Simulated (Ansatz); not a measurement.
Comparing deformations in Al

The calculation used DFT PBE, scalar-relativistic, plane waves, PAW in Ansatz. Cutoff 420 eV, Γ-centred 20×20×20 k-points, Gaussian smearing of 0.15 eV. No spin polarisation. Energies are free energies at this smearing, counted from the undisturbed cell; pressure is positive in compression.

Zero of the scan (as given, not relaxed at this level; it stands at -0.4 GPa):

```xyz
1
Lattice="0.0000 2.0240 2.0240 2.0240 0.0000 2.0240 2.0240 2.0240 0.0000" Properties=species:S:1:pos:R:3 pbc="T T T"
Al    0.0000    0.0000    0.0000
```

The cell is strained by ε times a Voigt pattern (xx, yy, zz, yz, xz, xy; engineering shear) with fractional coordinates fixed. τ = (1/V0) dE/dε comes from the stress tensor. Of each scan, only the three points used here are listed.

```
            pattern        ε  τ (GPa)
 (0, 0, 0, 0, 0, 1)  -0.0125   -0.382
 (0, 0, 0, 0, 0, 1)   0.0000    0.000
 (0, 0, 0, 0, 0, 1)   0.0125    0.382
 (1, 1, 0, 0, 0, 0)  -0.0250    -8.54
 (1, 1, 0, 0, 0, 0)   0.0000     0.83
 (1, 1, 0, 0, 0, 0)   0.0250     7.77
 (0, 0, 1, 0, 0, 0)  -0.0150    -0.91
 (0, 0, 1, 0, 0, 0)   0.0000     0.42
 (0, 0, 1, 0, 0, 0)   0.0150     1.79
 (0, 1, 0, 0, 0, 0)  -0.0050     0.04
 (0, 1, 0, 0, 0, 0)   0.0000     0.42
 (0, 1, 0, 0, 0, 0)   0.0050     0.80
(1, -1, 0, 0, 0, 0)  -0.0025  -0.0040
(1, -1, 0, 0, 0, 0)   0.0000   0.0000
(1, -1, 0, 0, 0, 0)   0.0025   0.0040
 (0, 0, 0, 0, 1, 0)  -0.0187   -0.574
 (0, 0, 0, 0, 1, 0)   0.0000    0.000
 (0, 0, 0, 0, 1, 0)   0.0187    0.574
```

Q: Which constants do the scans give, and which deformation costs least for the same size of strain tensor?

A: The slope dτ/dε at zero (parabola through three points) is pᵀCp: (0, 0, 0, 0, 0, 1) gives C44 = 31 GPa; (1, 1, 0, 0, 0, 0) gives 2(C11 + C12) = 326 GPa; (0, 0, 1, 0, 0, 0) gives C11 = 90 GPa; (0, 1, 0, 0, 0, 0) gives C11 = 76 GPa; (1, -1, 0, 0, 0, 0) gives 2(C11 − C12) = 1.6 GPa; (0, 0, 0, 0, 1, 0) gives C44 = 31 GPa. The size of the strain tensor, ε:ε, is ε² times 0.5, 2.0, 1.0, 1.0, 2.0, 0.5. Per unit of it the stiffnesses are 61, 163, 90, 76, 0.8, 61 GPa, so (1, -1, 0, 0, 0, 0) is the softest of these: at ε:ε = (1 %)² the quadratic term costs 0.00 meV/atom against 0.84 for the stiffest. The starting stress shifts them by about its own size.

In a metal these slopes depend on the k mesh and the smearing.